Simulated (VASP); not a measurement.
# A VASP study of Ba (PBE + D3(BJ)): structure first, properties next, part 3 of 4

Wanted: the relaxed cell of Ba and its properties. The start is a computed cell from the Materials Project.

VASP 6.6.1; PBE with D3(BJ); plane waves and PAW (Ba_sv).

Still holding for the runs below: The k-mesh is coarse for a metal.

So far. Step 5 (Bands along the symmetry lines (PBE + D3(BJ))): There is no gap at this level. Step 6 (Total and projected DOS (PBE + D3(BJ))): The finer mesh and the other smearing move the Fermi level by -0.01 eV from the 7×7×4 run, a small shift, which tests the Fermi level alone.

The starting crystal is not the ambient structure of Ba; it is a model or a phase of other conditions.

## Step 7: Volume scan with PBE + D3(BJ)

An equation of state needs energies on both sides of the minimum, all on one mesh and cutoff.

The input, INCAR:

```
SYSTEM = Ba
PREC = Accurate
ENCUT = 400
EDIFF = 1E-06
NELM = 100
ISMEAR = 1
SIGMA = 0.2
LREAL = .FALSE.
ALGO = Normal
GGA = PE
IVDW = 12
NBANDS = 16
LORBIT = 11
LWAVE = .FALSE.
LCHARG = .FALSE.
KPAR = 2
ISIF = 2
```

The input, POSCAR:

```
Ba
1.0
    3.4110607697     -2.4292040720      0.0000000000
    3.4110607697      2.4292040720      0.0000000000
    0.0000000000      0.0000000000      6.8255262067
Ba
2
Direct
    0.7494710126      0.2505289874      0.2500000000
    0.2505289874      0.7494710126      0.7500000000
```

The input, KPOINTS:

```
Automatic mesh
0
Gamma
7 7 4
0 0 0
```

The projector-augmented-wave data sets are Ba_sv (PBE family, release 64).

Launch:

```sh
$ mpirun -np 2 vasp_std
```

The program printed:

```text
[... set-up lines as in an earlier step ...]
 entering main loop
       N       E                     dE             d eps       ncg     rms          rms(c)
DAV:   1     0.124152705391E+03    0.12415E+03   -0.74413E+03  1536   0.841E+02
DAV:   2     0.403721537002E+01   -0.12012E+03   -0.11806E+03  2208   0.190E+02
DAV:   3    -0.350002206640E+01   -0.75372E+01   -0.75082E+01  2272   0.495E+01
DAV:   4    -0.376334745291E+01   -0.26333E+00   -0.26333E+00  2264   0.707E+00
DAV:   5    -0.376608304158E+01   -0.27356E-02   -0.27356E-02  2144   0.653E-01    0.263E+00
DAV:   6    -0.376096332850E+01    0.51197E-02   -0.74412E-03  2032   0.759E-01    0.155E+00
DAV:   7    -0.375923541537E+01    0.17279E-02   -0.14995E-02  2096   0.110E+00    0.605E-02
DAV:   8    -0.375960680446E+01   -0.37139E-03   -0.62008E-04  2456   0.141E-01    0.276E-02
DAV:   9    -0.375963943095E+01   -0.32626E-04   -0.31250E-05  1848   0.359E-02    0.661E-03
DAV:  10    -0.375963919313E+01    0.23782E-06   -0.95947E-07  1824   0.714E-03
   1 F= -.42025329E+01 E0= -.42036090E+01  d E =0.322805E-02
```

Run time: 21 s. Hardware: 2 MPI ranks of Intel Xeon Platinum 8259CL at 2.50GHz (Skylake/Cascade Lake), shared host; peak memory 0.41 GiB; 36 s of CPU time.

From OUTCAR (step 7):

```text
   ENCUT  =  400.0 eV  29.40 Ry    5.42 a.u.   6.83  6.83 11.13*2*pi/ulx,y,z

   NELECT =      20.0000    total number of electrons

 E-fermi :   1.9961

 k-point     1 :       0.0000    0.0000    0.0000
  band No.  band energies     occupation
    ...
      6     -11.5688      2.00000
      7     -11.5672      2.00000
      8     -11.5659      2.00000
      9      -0.7719      2.00000
     10       1.0562      2.00000
     11       2.6598     -0.00003
     12       3.6467     -0.00000
     13       3.9530     -0.00000
     14       3.9585     -0.00000
     15       4.0002     -0.00000
    ...

 Edisp (eV)   -0.44289

  Total       0.43967     0.45479     0.43461     0.00000     0.00000     0.00000
  in kB       6.22751     6.44175     6.15591     0.00000     0.00000     0.00000
  external pressure =        6.28 kB  Pullay stress =        0.00 kB

 POSITION                                       TOTAL-FORCE (eV/Angst)
 -----------------------------------------------------------------------------------
      3.41106     -1.21203      1.70638         0.000000     -0.003423      0.000000
      3.41106      1.21203      5.11914         0.000000      0.003423     -0.000000
 -----------------------------------------------------------------------------------
    total drift:                                0.000000      0.000000      0.000000

  FREE ENERGIE OF THE ION-ELECTRON SYSTEM (eV)
  ---------------------------------------------------
  free  energy   TOTEN  =        -4.2025329337 eV

  energy  without entropy=       -4.2057609885  energy(sigma->0) =       -4.20360895

[... 5 parts as in an earlier step ...]

[... 11 further parts left out ...]
```

The scan keeps the cell's shape and the fractional positions fixed.

This step gave:

* SCF cycles: 10
* bands: 16
* irreducible k-points: 48
* free energy (TOTEN): -4.203 eV
* energy at zero smearing: -4.204 eV
* Fermi energy: 1.996 eV
* pressure: 0.6275 GPa

The pressure here is 0.63 GPa.

## Step 8: Volume scan with PBE + D3(BJ) (run 2)

INCAR is that of step 7.

The input, POSCAR:

```
Ba
1.0
    3.4350831159     -2.4463117066      0.0000000000
    3.4350831159      2.4463117066      0.0000000000
    0.0000000000      0.0000000000      6.8735948764
Ba
2
Direct
    0.7494710126      0.2505289874      0.2500000000
    0.2505289874      0.7494710126      0.7500000000
```

KPOINTS is that of step 7.

Launch:

```sh
$ mpirun -np 2 vasp_std
```

The program printed:

```text
[... set-up lines as in an earlier step ...]
 entering main loop
       N       E                     dE             d eps       ncg     rms          rms(c)
DAV:   1     0.125298008074E+03    0.12530E+03   -0.73884E+03  1536   0.834E+02
DAV:   2     0.434199845532E+01   -0.12096E+03   -0.11876E+03  2224   0.190E+02
DAV:   3    -0.350290961361E+01   -0.78449E+01   -0.77996E+01  2272   0.500E+01
DAV:   4    -0.377820035145E+01   -0.27529E+00   -0.27518E+00  2312   0.728E+00
DAV:   5    -0.378154181741E+01   -0.33415E-02   -0.33414E-02  2128   0.716E-01    0.256E+00
DAV:   6    -0.377743028695E+01    0.41115E-02   -0.70201E-03  2072   0.743E-01    0.151E+00
DAV:   7    -0.377625623693E+01    0.11741E-02   -0.13966E-02  1952   0.109E+00    0.597E-02
DAV:   8    -0.377662720614E+01   -0.37097E-03   -0.69929E-04  2528   0.141E-01    0.340E-02
DAV:   9    -0.377666591667E+01   -0.38711E-04   -0.32326E-05  2000   0.354E-02    0.738E-03
DAV:  10    -0.377666623966E+01   -0.32299E-06   -0.16252E-06  1688   0.847E-03
   1 F= -.42103136E+01 E0= -.42113403E+01  d E =0.308009E-02
```

Run time: 22 s. Hardware: 2 MPI ranks; peak memory 0.4 GiB; 37 s of CPU time.

Parts of OUTCAR (step 8):

```text
   ENCUT  =  400.0 eV  29.40 Ry    5.42 a.u.   6.88  6.88 11.21*2*pi/ulx,y,z

   NELECT =      20.0000    total number of electrons

 E-fermi :   1.9192

 k-point     1 :       0.0000    0.0000    0.0000
  band No.  band energies     occupation
    ...
      6     -11.6929      2.00000
      7     -11.6914      2.00000
      8     -11.6905      2.00000
      9      -0.8420      2.00000
     10       0.9961      2.00000
     11       2.5898     -0.00002
     12       3.4935     -0.00000
     13       3.8545     -0.00000
     14       3.8597     -0.00000
     15       3.9008     -0.00000
    ...

 Edisp (eV)   -0.43365

  Total       0.29103     0.29860     0.28909     0.00000    -0.00000     0.00000
  in kB       4.03638     4.14124     4.00939     0.00000    -0.00000     0.00000
  external pressure =        4.06 kB  Pullay stress =        0.00 kB

 POSITION                                       TOTAL-FORCE (eV/Angst)
 -----------------------------------------------------------------------------------
      3.43508     -1.22057      1.71840         0.000000     -0.003490      0.000000
      3.43508      1.22057      5.15520         0.000000      0.003490     -0.000000
 -----------------------------------------------------------------------------------
    total drift:                                0.000000      0.000000      0.000000

  FREE ENERGIE OF THE ION-ELECTRON SYSTEM (eV)
  ---------------------------------------------------
  free  energy   TOTEN  =        -4.2103135568 eV

  energy  without entropy=       -4.2133936514  energy(sigma->0) =       -4.21134026

[... 5 parts as in an earlier step ...]

[... 11 further parts left out ...]
```

Numbers from this step:

```
free energy (TOTEN)     : -4.210 eV
energy at zero smearing : -4.211 eV
Fermi energy            : 1.919 eV
pressure                : 0.4062 GPa
```

The pressure falls from 0.63 to 0.41 GPa.

The run ends at a pressure of 0.41 GPa, with forces up to 0.0035 eV/Å.

## Step 9: Volume scan with PBE + D3(BJ) (run 3)

INCAR is that of step 8.

The input, POSCAR:

```
Ba
1.0
    3.4587740929     -2.4631833550      0.0000000000
    3.4587740929      2.4631833550      0.0000000000
    0.0000000000      0.0000000000      6.9210004770
Ba
2
Direct
    0.7494710126      0.2505289874      0.2500000000
    0.2505289874      0.7494710126      0.7500000000
```

KPOINTS is that of step 8.

Launch:

```sh
$ mpirun -np 2 vasp_std
```

The program printed:

```text
[... set-up lines as in an earlier step ...]
 entering main loop
       N       E                     dE             d eps       ncg     rms          rms(c)
DAV:   1     0.124505972646E+03    0.12451E+03   -0.73615E+03  1536   0.835E+02
DAV:   2     0.395740214442E+01   -0.12055E+03   -0.11823E+03  2248   0.189E+02
DAV:   3    -0.352271771520E+01   -0.74801E+01   -0.74476E+01  2200   0.494E+01
DAV:   4    -0.379157699933E+01   -0.26886E+00   -0.26883E+00  2344   0.690E+00
[...]
DAV:   8    -0.378998586130E+01   -0.35979E-03   -0.65189E-04  2528   0.137E-01    0.337E-02
DAV:   9    -0.379002669219E+01   -0.40831E-04   -0.29705E-05  1976   0.333E-02    0.767E-03
DAV:  10    -0.379002738432E+01   -0.69213E-06   -0.24118E-06  1704   0.979E-03
   1 F= -.42148417E+01 E0= -.42157960E+01  d E =0.286261E-02
```

The job ended after 21 s (2 MPI ranks; peak memory 0.4 GiB; 36 s of CPU time).

Parts of OUTCAR (step 9):

```text
 Edisp (eV)   -0.42481

  Total       0.14821     0.14770     0.14565     0.00000     0.00000     0.00000
  in kB       2.01352     2.00660     1.97881     0.00000     0.00000     0.00000
  external pressure =        2.00 kB  Pullay stress =        0.00 kB

 POSITION                                       TOTAL-FORCE (eV/Angst)
 -----------------------------------------------------------------------------------
      3.45877     -1.22899      1.73025         0.000000     -0.003621      0.000000
      3.45877      1.22899      5.19075         0.000000      0.003621     -0.000000
 -----------------------------------------------------------------------------------
    total drift:                                0.000000      0.000000      0.000000

  FREE ENERGIE OF THE ION-ELECTRON SYSTEM (eV)
  ---------------------------------------------------
  free  energy   TOTEN  =        -4.2148417483 eV

  energy  without entropy=       -4.2177043586  energy(sigma->0) =       -4.21579595

[... 1 part as in an earlier step ...]

[... 2 further parts left out ...]
[key lines of the parts left out:]
E-fermi :   1.8455
```

The pressure falls from 0.41 to 0.20 GPa.

The run ends at a pressure of 0.20 GPa, with forces up to 0.0036 eV/Å.

## Step 10: Volume scan with PBE + D3(BJ) (run 4)

INCAR is that of step 9.

The input, POSCAR:

```
Ba
1.0
    3.4821448971     -2.4798269906      0.0000000000
    3.4821448971      2.4798269906      0.0000000000
    0.0000000000      0.0000000000      6.9677654123
Ba
2
Direct
    0.7494710126      0.2505289874      0.2500000000
    0.2505289874      0.7494710126      0.7500000000
```

KPOINTS is that of step 9.

Launch:

```sh
$ mpirun -np 2 vasp_std
```

The program printed:

```text
[... set-up lines as in an earlier step ...]
 entering main loop
       N       E                     dE             d eps       ncg     rms          rms(c)
[... 11 cycles as in an earlier step ...]
   1 F= -.42163811E+01 E0= -.42172623E+01  d E =0.264353E-02
```

Run time: 24 s. Hardware: 2 MPI ranks; peak memory 0.41 GiB.

Parts of OUTCAR (step 10):

```text
 Edisp (eV)   -0.41637

[... 6 parts as in an earlier step ...]

[... 1 further part left out ...]
[key lines of the parts left out:]
E-fermi :   1.7749
```

The pressure falls from 0.20 to 0.00 GPa.

The run ends at a pressure of 0.00 GPa, with forces up to 0.0037 eV/Å.

## Step 11: Volume scan with PBE + D3(BJ) (run 5)

INCAR is that of step 10.

The input, POSCAR:

```
Ba
1.0
    3.5052061314     -2.4962501645      0.0000000000
    3.5052061314      2.4962501645      0.0000000000
    0.0000000000      0.0000000000      7.0139108989
Ba
2
Direct
    0.7494710126      0.2505289874      0.2500000000
    0.2505289874      0.7494710126      0.7500000000
```

KPOINTS is that of step 10.

Launch:

```sh
$ mpirun -np 2 vasp_std
```

The program printed:

```text
[... set-up lines as in an earlier step ...]
 entering main loop
       N       E                     dE             d eps       ncg     rms          rms(c)
DAV:   1     0.129764436692E+03    0.12976E+03   -0.74183E+03  1536   0.832E+02
DAV:   2     0.490159645229E+01   -0.12486E+03   -0.12248E+03  2232   0.189E+02
DAV:   3    -0.351354469182E+01   -0.84151E+01   -0.83467E+01  2216   0.513E+01
DAV:   4    -0.380402946731E+01   -0.29048E+00   -0.29033E+00  2304   0.749E+00
[...]
DAV:   9    -0.380687481996E+01   -0.37472E-04   -0.22187E-05  1976   0.278E-02    0.915E-03
DAV:  10    -0.380687702373E+01   -0.22038E-05   -0.57466E-06  2032   0.139E-02    0.369E-03
DAV:  11    -0.380687696072E+01    0.63008E-07   -0.13670E-06  1376   0.936E-03
   1 F= -.42151638E+01 E0= -.42159908E+01  d E =0.248107E-02
```

It took 24 s on 2 MPI ranks; peak memory 0.41 GiB; 41 s of CPU time.

From OUTCAR (step 11):

```text
 Edisp (eV)   -0.40829

  Total      -0.12855    -0.14460    -0.14028     0.00000    -0.00000     0.00000
  in kB      -1.67794    -1.88745    -1.83113     0.00000    -0.00000     0.00000
  external pressure =       -1.80 kB  Pullay stress =        0.00 kB

 POSITION                                       TOTAL-FORCE (eV/Angst)
 -----------------------------------------------------------------------------------
      3.50521     -1.24548      1.75348         0.000000     -0.003706      0.000000
      3.50521      1.24548      5.26043         0.000000      0.003706     -0.000000
 -----------------------------------------------------------------------------------
    total drift:                                0.000000      0.000000      0.000000

  FREE ENERGIE OF THE ION-ELECTRON SYSTEM (eV)
  ---------------------------------------------------
  free  energy   TOTEN  =        -4.2151637877 eV

  energy  without entropy=       -4.2176448571  energy(sigma->0) =       -4.21599081

[... 1 part as in an earlier step ...]

[... 2 further parts left out ...]
[key lines of the parts left out:]
E-fermi :   1.7072
```

The pressure falls from 0.00 to -0.18 GPa.

The run ends at a pressure of -0.18 GPa, with forces up to 0.0037 eV/Å.

## Step 12: Volume scan with PBE + D3(BJ) (run 6)

INCAR is that of step 11.

The input, POSCAR:

```
Ba
1.0
    3.5279678480     -2.5124600354      0.0000000000
    3.5279678480      2.5124600354      0.0000000000
    0.0000000000      0.0000000000      7.0594570511
Ba
2
Direct
    0.7494710126      0.2505289874      0.2500000000
    0.2505289874      0.7494710126      0.7500000000
```

KPOINTS is that of step 11.

Launch:

```sh
$ mpirun -np 2 vasp_std
```

The program printed:

```text
[... set-up lines as in an earlier step ...]
 entering main loop
       N       E                     dE             d eps       ncg     rms          rms(c)
DAV:   1     0.130339238802E+03    0.13034E+03   -0.73218E+03  1536   0.830E+02
DAV:   2     0.480980992407E+01   -0.12553E+03   -0.12329E+03  2232   0.188E+02
DAV:   3    -0.355961210173E+01   -0.83694E+01   -0.83255E+01  2272   0.511E+01
DAV:   4    -0.380858370353E+01   -0.24897E+00   -0.24888E+00  2304   0.702E+00
[...]
DAV:   9    -0.381087268137E+01   -0.39890E-04   -0.22445E-05  2016   0.264E-02    0.911E-03
DAV:  10    -0.381087542074E+01   -0.27394E-05   -0.69580E-06  2120   0.155E-02    0.342E-03
DAV:  11    -0.381087545133E+01   -0.30597E-07   -0.13915E-06  1408   0.924E-03
   1 F= -.42114205E+01 E0= -.42122254E+01  d E =0.241482E-02
```

Elapsed: 24 s, on 2 MPI ranks; peak memory 0.41 GiB.

Parts of OUTCAR (step 12):

```text
 Edisp (eV)   -0.40055

  Total      -0.25277    -0.27590    -0.27187     0.00000     0.00000     0.00000
  in kB      -3.23606    -3.53212    -3.48049     0.00000     0.00000     0.00000
  external pressure =       -3.42 kB  Pullay stress =        0.00 kB

 POSITION                                       TOTAL-FORCE (eV/Angst)
 -----------------------------------------------------------------------------------
      3.52797     -1.25357      1.76486         0.000000     -0.003727     -0.000000
      3.52797      1.25357      5.29459         0.000000      0.003727      0.000000
 -----------------------------------------------------------------------------------
    total drift:                                0.000000      0.000000      0.000000

  FREE ENERGIE OF THE ION-ELECTRON SYSTEM (eV)
  ---------------------------------------------------
  free  energy   TOTEN  =        -4.2114204595 eV

  energy  without entropy=       -4.2138352806  energy(sigma->0) =       -4.21222540

[... 1 part as in an earlier step ...]

[... 2 further parts left out ...]
[key lines of the parts left out:]
E-fermi :   1.6422
```

The pressure falls from -0.18 to -0.34 GPa.

The run ends at a pressure of -0.34 GPa, with forces up to 0.0037 eV/Å.

## Step 13: Volume scan with PBE + D3(BJ) (run 7)

A prediction first. A least-squares parabola for the 6 pressures of evenly scaled cells so far, P = 0.00 -9.3 t +13 t² GPa with t = ln(V/V₁) and V₁ the volume at scale 1, gives -0.50 GPa at t = +0.0583.

INCAR is that of step 12.

The input, POSCAR:

```
Ba
1.0
    3.5504395866     -2.5284633970      0.0000000000
    3.5504395866      2.5284633970      0.0000000000
    0.0000000000      0.0000000000      7.1044229580
Ba
2
Direct
    0.7494710126      0.2505289874      0.2500000000
    0.2505289874      0.7494710126      0.7500000000
```

KPOINTS is that of step 12.

Launch:

```sh
$ mpirun -np 2 vasp_std
```

The program printed:

```text
[... set-up lines as in an earlier step ...]
 entering main loop
       N       E                     dE             d eps       ncg     rms          rms(c)
DAV:   1     0.129654470403E+03    0.12965E+03   -0.73021E+03  1536   0.828E+02
DAV:   2     0.502273640713E+01   -0.12463E+03   -0.12208E+03  2296   0.186E+02
DAV:   3    -0.350393186283E+01   -0.85267E+01   -0.85038E+01  2224   0.518E+01
DAV:   4    -0.380816489533E+01   -0.30423E+00   -0.30419E+00  2336   0.750E+00
[...]
DAV:   9    -0.381221441111E+01   -0.37766E-04   -0.20960E-05  2072   0.251E-02    0.897E-03
DAV:  10    -0.381221760411E+01   -0.31930E-05   -0.77212E-06  2000   0.165E-02    0.266E-03
DAV:  11    -0.381221765421E+01   -0.50097E-07   -0.11909E-06  1440   0.804E-03
   1 F= -.42053406E+01 E0= -.42061620E+01  d E =0.246443E-02
```

The job ended after 24 s (2 MPI ranks; peak memory 0.41 GiB).

From OUTCAR (step 13):

```text
 Edisp (eV)   -0.39312

  Total      -0.37202    -0.40146    -0.39905     0.00000     0.00000     0.00000
  in kB      -4.67282    -5.04262    -5.01236     0.00000     0.00000     0.00000
  external pressure =       -4.91 kB  Pullay stress =        0.00 kB

 POSITION                                       TOTAL-FORCE (eV/Angst)
 -----------------------------------------------------------------------------------
      3.55044     -1.26156      1.77611         0.000000     -0.003716     -0.000000
      3.55044      1.26156      5.32832         0.000000      0.003716      0.000000
 -----------------------------------------------------------------------------------
    total drift:                                0.000000      0.000000      0.000000

  FREE ENERGIE OF THE ION-ELECTRON SYSTEM (eV)
  ---------------------------------------------------
  free  energy   TOTEN  =        -4.2053405533 eV

  energy  without entropy=       -4.2078049802  energy(sigma->0) =       -4.20616203

[... 1 part as in an earlier step ...]

[... 2 further parts left out ...]
[key lines of the parts left out:]
E-fermi :   1.5799
```

The pressure falls from -0.34 to -0.49 GPa. The parabola predicted -0.50 GPa, -0.01 GPa off.

## Step 14: Side by side

Times are for 2 MPI ranks of Intel Xeon Platinum 8259CL at 2.50GHz (Skylake/Cascade Lake), shared host. The runs compared:

| no. | volume scale | energy above the lowest point (meV/atom) | pressure (GPa) | time | memory (GiB) |
| --- | --- | --- | --- | --- | --- |
| 1 | 0.94 | 6.83 | 0.6275 | 21 s | 0.41 |
| 2 | 0.96 | 2.96 | 0.4062 | 22 s | 0.4 |
| 3 | 0.98 | 0.73 | 0.2000 | 21 s | 0.4 |
| 4 | 1 | 0 | -0.004188 | 24 s | 0.41 |
| 5 | 1.02 | 0.64 | -0.1799 | 24 s | 0.41 |
| 6 | 1.04 | 2.52 | -0.3416 | 24 s | 0.41 |
| 7 | 1.06 | 5.55 | -0.4909 | 24 s | 0.41 |

## Step 15: Fit for PBE + D3(BJ)

This step: Birch-Murnaghan fit, PBE with D3(BJ); plane waves and PAW (VASP 6.6.1).

Derived from the runs above.

Numbers from this step:

| Item | Value |
| --- | --- |
| pressure derivative of the bulk modulus | 3.469 |
| r.m.s. error of the fit | 7.71e-7 eV/atom |
| minimum inside the sampled range | yes |
| bulk modulus | 9.084 GPa |
| equilibrium volume of the fit | 60.19 Å³/atom |

Table of energy above the fitted minimum by volume:

| volume (Å³/atom) | energy above the fitted minimum (eV/atom) |
| --- | --- |
| 56.56 | 0.00683 |
| 57.76 | 0.00296 |
| 58.96 | 7.3e-4 |
| 60.17 | 2.5e-7 |
| 61.37 | 6.4e-4 |
| 62.57 | 0.00252 |
| 63.78 | 0.00555 |

The fit over cells of fixed shape and fractional positions puts the volume +0.04 % from the relaxed one.

(Continued in part 4 of 4.)

[Lines on the potential files, build, host, timing and source positions are cut from VASP's logs without a mark.]

[Logs are printed without paths, hosts, clocks, repeated set-up lines and the standing remarks that a program may print on its own settings, such as how far it seeks lower states.]

[Hosts, paths, dates, database ids (printed as entryN), source tags and the programs' standing remarks are cut or masked in the printed files.]

[A measured line is paired with the nearest computed mode of its activity, which favours agreement.]

[In band tables of VASP the shares of atoms and orbitals are scaled to a sum of 1 inside the atoms' spheres.]
